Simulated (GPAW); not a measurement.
The system is Sb.

```
Sb
1.0
     3.16000    0.00000    0.00000
     0.00000    3.16000    0.00000
     0.00000    0.00000    3.16000
Sb
1
Direct
  0.00000 0.00000 0.00000
```

This isn't the form of Sb at room conditions, which is rhombohedral.

Base run:

| Quantity | Value |
| --- | --- |
| Program | GPAW 26.7.0 |
| Functional | LDA |
| Potentials or basis | the program's PAW data sets (release 1.2.1) made for this functional |
| Cutoff | 450 eV |
| Basis | pw |
| k mesh | 7 × 7 × 7 |
| Occupations | fermi-dirac, width 0.05 eV |
| Spin | no spin polarisation |

Its results: band gap on the k mesh none (metal or under the smearing width); pressure -7.7 GPa.

The run is repeated on the same cell with these changes: functional from LDA to PBEsol; potentials or basis from the program's PAW data sets (release 1.2.1) made for this functional to PAW data sets generated in the run's folder for this functional. What comes out?

Band gap on the k mesh none (metal or under the smearing width); pressure -6.6 GPa.

Caveats: the cutoff is short for stress and forces, so pressures can be off by a GPa or more.

Not every run made on this cell is shown here.
